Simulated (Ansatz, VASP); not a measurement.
# Two plane-wave programs on Ca

Contents of INCAR:

```
SYSTEM = Ca
PREC     = Accurate       ! precision mode
ENCUT    = 520            ! plane-wave cutoff, eV
EDIFF    = 1E-6           ! SCF threshold, eV
ISMEAR   = 0              ! smearing method
SIGMA    = 0.15           ! smearing width, eV
LREAL    = .FALSE.        ! projectors in reciprocal space
LASPH    = .TRUE.         ! aspherical terms in the spheres
NELM     = 60             ! most SCF steps
ALGO     = Fast           ! electronic algorithm
ISIF     = 2              ! what is computed and relaxed
LWAVE    = .FALSE.        ! write WAVECAR
LCHARG   = .FALSE.        ! write CHGCAR
GGA      = PS             ! functional
NBANDS   = 11             ! bands
```

File KPOINTS:

```
regular mesh
0
G
  14 14 14
  0 0 0
```

Contents of POSCAR:

```
Ca
1.0
    0.0000000000      2.7942000000      2.7942000000
    2.7103740000      0.0000000000      2.7942000000
    2.7103740000      2.7942000000      0.0000000000
Ca
1
Direct
    0.0000000000      0.0000000000      0.0000000000
```

Input for Ansatz:

```yaml
crystal:
  lattice:
    - [0.0, 2.7942, 2.7942]
    - [2.710374, 0.0, 2.7942]
    - [2.710374, 2.7942, 0.0]
  atoms:
    - { symbol: Ca, position: [0.0, 0.0, 0.0] }
basis:
  ecutwfc: 420
kpoints:
  mp_grid: { grid: [14, 14, 14] }
hamiltonian:
  xc: pbesol
scf:
  occupations: { method: gaussian, width: 0.15 }
output:
  forces: true
  stress: true
  eigenvalues: true
```

Change from the starting cell: strain -0.0300 x Voigt [1, 0, 0, 0, 0, 0], atoms carried along.

Alike in both runs: task single point; functional PBEsol; k mesh 14 × 14 × 14; occupations gaussian, width 0.15 eV; no spin polarisation.

|  | VASP | Ansatz |
| --- | --- | --- |
| version | VASP 6.6.1 | Ansatz 0.2.0 |
| potentials or method | VASP PAW PBE potentials, release 64 (Ca_sv) | scalar-relativistic, plane waves, PAW |
| plane-wave cutoff (eV) | 520 | 420 |
| valence electrons in the cell | 10 | 10 |

```csv
,VASP,Ansatz,Ansatz less VASP
gap on the k mesh at the Fermi level (eV),none,none,-
pressure (GPa),-0.7,-0.7,-0.03
largest component of the traceless stress (GPa),0.13,0.13,0.000
```

A gap of «none» marks a metal or a gap that the smearing closes.

Caveats: the PAW data sets were made with another functional, which shifts forces and pressure a little (VASP).
